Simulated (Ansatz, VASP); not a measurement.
**BN in VASP and in Ansatz**

```
B N
1.0
     0.00000   -1.81239   -1.73990
    -1.73990    0.00000   -1.73990
     1.73990    1.81239   -3.47980
B N
2 2
Direct
  0.00000 0.00000 0.00000
  0.50000 0.50000 0.50000
  0.37500 0.37500 0.87500
  0.87500 0.87500 0.37500
```

Change from the starting cell: mode 4 frozen in at +0.000 Å, equal normal strain along x and y -0.0400.

Alike in both runs: task single point; functional PBE; k mesh 6 × 6 × 6; occupations gaussian, width 0.05 eV; no spin polarisation.

|  | VASP | Ansatz |
| --- | --- | --- |
| version | VASP 6.6.1 | Ansatz 0.2.0 |
| potentials or method | VASP PAW PBE potentials, release 64 (B, N) | scalar-relativistic, plane waves, PAW |
| plane-wave cutoff (eV) | 520 | 520 |
| valence electrons in the cell | 16 | 16 |

Ansatz gave:

```
gap on the k mesh at the Fermi level (eV)       : 4.15
least direct gap on the mesh (eV)               : 6.04
pressure (GPa)                                  : 35.3
largest component of the traceless stress (GPa) : 18.97
```

Estimate VASP's values.

gap on the k mesh at the Fermi level (eV): 4.14; least direct gap on the mesh (eV): 6.02; pressure (GPa): 35.7; largest component of the traceless stress (GPa): 18.97.

Caveats: the k mesh is coarse (spacing up to 0.50 Å⁻¹), so the values aren't converged; so large a pressure means that the cell lies far from this level's equilibrium, or that cutoff or potentials fall short (VASP). A k mesh can miss the band edges.
